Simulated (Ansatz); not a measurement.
# C: rattled cells

The task, for C: compute energies and forces of randomly disturbed cells.

Method: DFT r2SCAN, scalar-relativistic, plane waves, PAW, in Ansatz 0.2.0.

1 further run of the same task is left out (set aside as unsound or not needed).

## (1) The system as given

It takes space group R-3m (No. 166, trigonal). Conventional cell: a = 2.456 Å, b = 2.456 Å, c = 10.041 Å, α = 90.00°, β = 90.00°, γ = 120.00°. C (site symmetry 3m) has 3 C at 1.42 Å as nearest neighbours.

Structure file:

```cif
data_structure
_symmetry_space_group_name_H-M 'P 1'
_symmetry_Int_Tables_number 1
_cell_length_a 4.3870
_cell_length_b 4.3870
_cell_length_c 4.3870
_cell_angle_alpha 68.091
_cell_angle_beta 68.091
_cell_angle_gamma 68.091
_cell_volume 69.94
loop_
_atom_site_label
_atom_site_type_symbol
_atom_site_fract_x
_atom_site_fract_y
_atom_site_fract_z
_atom_site_occupancy
C1 C 0.16400 0.16400 0.16400 1
C2 C 0.66400 0.66400 0.16400 1
C3 C 0.66400 0.16400 0.66400 1
C4 C 0.16400 0.66400 0.66400 1
C5 C 0.83600 0.83600 0.83600 1
C6 C 0.33600 0.33600 0.83600 1
C7 C 0.33600 0.83600 0.33600 1
C8 C 0.83600 0.33600 0.33600 1
```

No relaxation comes first: the listed cell is the starting point.

## (2) The reference: the undisturbed cell on the scan's mesh

Contents of input.yaml:

```yaml
crystal:
  lattice:
    - [-2.456052693, -1.4180026834, 3.3470108394]
    - [2.456052693, -1.4180026834, 3.3470108394]
    - [0.0, 2.8360053668, 3.3470108394]
  atoms:
    - { symbol: C, position: [0.164, 0.164, 0.164] }
    - { symbol: C, position: [0.664, 0.664, 0.164] }
    - { symbol: C, position: [0.664, 0.164, 0.664] }
    - { symbol: C, position: [0.164, 0.664, 0.664] }
    - { symbol: C, position: [0.836, 0.836, 0.836] }
    - { symbol: C, position: [0.336, 0.336, 0.836] }
    - { symbol: C, position: [0.336, 0.836, 0.336] }
    - { symbol: C, position: [0.836, 0.336, 0.336] }
basis:
  ecutwfc: 500
kpoints:
  mp_grid: { grid: [6, 6, 6] }
hamiltonian:
  xc: r2scan
scf:
  occupations: { method: gaussian, width: 0.05 }
output:
  forces: true
  stress: true
  eigenvalues: true
  write_density: true
  write_potential: true
  elf: true
  volumetric_format: npy
```

On the command line:

```sh
$ ansatz run input.yaml --threads 1 --pin off --max-ram 2560MiB --backend cpu --events-out ev --progress --plain --runs-dir out
```

## (3) Setting up rattled cells

All atoms are moved at random with no net shift, in some cells together with a random strain.

## (4) Point rms move = 0.165 Å

Contents of input.yaml:

```yaml
crystal:
  lattice:
    - [-2.4945846024, -1.4279737392, 3.4304951856]
    - [2.3662954641, -1.4084315836, 3.344635274]
    - [-0.047220566, 2.8524624474, 3.3943680299]
  atoms:
    - { symbol: C, position: [0.2027118172, 0.1409508827, 0.1576411819] }
    - { symbol: C, position: [0.6421405413, 0.6944095022, 0.149481611] }
    - { symbol: C, position: [0.646377147, 0.1443951583, 0.7149327704] }
    - { symbol: C, position: [0.135942061, 0.677252567, 0.6726778026] }
    - { symbol: C, position: [0.8785063873, 0.8155065217, 0.8406500232] }
    - { symbol: C, position: [0.3153046106, 0.3672110519, 0.8303184123] }
    - { symbol: C, position: [0.3065036707, 0.8392353085, 0.3490898359] }
    - { symbol: C, position: [0.8725137649, 0.3210390077, 0.2852083627] }
basis:
  ecutwfc: 500
kpoints:
  mp_grid: { grid: [6, 6, 6] }
hamiltonian:
  xc: r2scan
scf:
  occupations: { method: gaussian, width: 0.05 }
output:
  forces: true
  stress: true
  eigenvalues: true
```

## (5) Point rms move = 0.244 Å

Contents of input.yaml:

```yaml
crystal:
  lattice:
    - [-2.4513858877, -1.4485406264, 3.3249206193]
    - [2.415228596, -1.4122119857, 3.3137793039]
    - [0.0133828799, 2.8430284919, 3.3118409181]
  atoms:
    - { symbol: C, position: [0.1395768237, 0.1774802606, 0.1794146122] }
    - { symbol: C, position: [0.6904465629, 0.6944003712, 0.1505063602] }
    - { symbol: C, position: [0.6758184586, 0.2252782667, 0.615445506] }
    - { symbol: C, position: [0.1958535432, 0.5736058853, 0.673612847] }
    - { symbol: C, position: [0.8685755664, 0.8246471457, 0.8621664612] }
    - { symbol: C, position: [0.3029540046, 0.3463003141, 0.8309217393] }
    - { symbol: C, position: [0.3016972168, 0.8819841502, 0.2917173647] }
    - { symbol: C, position: [0.8250778237, 0.2763036063, 0.3962151094] }
basis:
  ecutwfc: 500
kpoints:
  mp_grid: { grid: [6, 6, 6] }
hamiltonian:
  xc: r2scan
scf:
  occupations: { method: gaussian, width: 0.05 }
output:
  forces: true
  stress: true
  eigenvalues: true
```

## (6) Point rms move = 0.219 Å

Contents of input.yaml:

```yaml
crystal:
  lattice:
    - [-2.417797795, -1.6062511758, 3.3821937123]
    - [2.3935332943, -1.4835724714, 3.4163626604]
    - [0.0941106241, 2.8011680077, 3.276985642]
  atoms:
    - { symbol: C, position: [0.1547512841, 0.1696186499, 0.1470897876] }
    - { symbol: C, position: [0.6905872357, 0.6518155978, 0.1619493607] }
    - { symbol: C, position: [0.6401511665, 0.2077513027, 0.641797496] }
    - { symbol: C, position: [0.2045416008, 0.6609000665, 0.6557310296] }
    - { symbol: C, position: [0.8077702603, 0.8680809547, 0.8195140234] }
    - { symbol: C, position: [0.2736935623, 0.3136208273, 0.8477925101] }
    - { symbol: C, position: [0.3898440644, 0.8265282313, 0.3018497887] }
    - { symbol: C, position: [0.838660826, 0.3016843699, 0.4242760038] }
basis:
  ecutwfc: 500
kpoints:
  mp_grid: { grid: [6, 6, 6] }
hamiltonian:
  xc: r2scan
scf:
  occupations: { method: gaussian, width: 0.05 }
output:
  forces: true
  stress: true
  eigenvalues: true
```

## (7) At rms move = 0.046 Å

Contents of input.yaml:

```yaml
crystal:
  lattice:
    - [-2.4664320232, -1.4374730201, 3.353264966]
    - [2.4830017754, -1.3779519846, 3.3906407555]
    - [0.0598316049, 2.7707865338, 3.3530412185]
  atoms:
    - { symbol: C, position: [0.1636062327, 0.1638247902, 0.1697707572] }
    - { symbol: C, position: [0.6660659803, 0.6719894424, 0.1665721256] }
    - { symbol: C, position: [0.6745854009, 0.1632666366, 0.6632644852] }
    - { symbol: C, position: [0.160999138, 0.6545913299, 0.6665716341] }
    - { symbol: C, position: [0.8263845032, 0.8421594093, 0.8288352187] }
    - { symbol: C, position: [0.3278941415, 0.341499445, 0.8300210111] }
    - { symbol: C, position: [0.3344979354, 0.8367650495, 0.3294890224] }
    - { symbol: C, position: [0.845966668, 0.3259038971, 0.3454757457] }
basis:
  ecutwfc: 500
kpoints:
  mp_grid: { grid: [6, 6, 6] }
hamiltonian:
  xc: r2scan
scf:
  occupations: { method: gaussian, width: 0.05 }
output:
  forces: true
  stress: true
  eigenvalues: true
```

## (8) Point rms move = 0.094 Å

Contents of input.yaml:

```yaml
crystal:
  lattice:
    - [-2.456052693, -1.4180026834, 3.3470108394]
    - [2.456052693, -1.4180026834, 3.3470108394]
    - [0.0, 2.8360053668, 3.3470108394]
  atoms:
    - { symbol: C, position: [0.1488538426, 0.1410539653, 0.1714004767] }
    - { symbol: C, position: [0.6851123317, 0.6611280854, 0.1534124699] }
    - { symbol: C, position: [0.6601884659, 0.16607312, 0.6714864367] }
    - { symbol: C, position: [0.1687447888, 0.6670137121, 0.6555249901] }
    - { symbol: C, position: [0.8365920078, 0.8240747032, 0.849991721] }
    - { symbol: C, position: [0.3525027518, 0.3355264006, 0.8359802208] }
    - { symbol: C, position: [0.3159318682, 0.8656925056, 0.3073783688] }
    - { symbol: C, position: [0.8320739431, 0.3394375077, 0.3548253161] }
basis:
  ecutwfc: 500
kpoints:
  mp_grid: { grid: [6, 6, 6] }
hamiltonian:
  xc: r2scan
scf:
  occupations: { method: gaussian, width: 0.05 }
output:
  forces: true
  stress: true
  eigenvalues: true
```

(Steps that only read results are left out.)

Before running it: what results should come out?

The runs gave:

| quantity | value |
| --- | --- |
| costliest cell | 2832.3 meV/atom at an rms move of 0.244 Å |

In words: The cost runs from 62.1 to 2832.3 meV/atom. Energy over the square of the rms move lies between 23.1 and 47.7 eV/Å² per atom; a harmonic solid under isotropic random moves would keep it roughly constant, while strain and close contacts change it. The gap on the mesh, 0.79 eV at the start, reads zero at rms move = 0.244. Where forces pass 15 eV/Å atoms stand far too close, the PAW spheres overlap strongly and those numbers are rough.
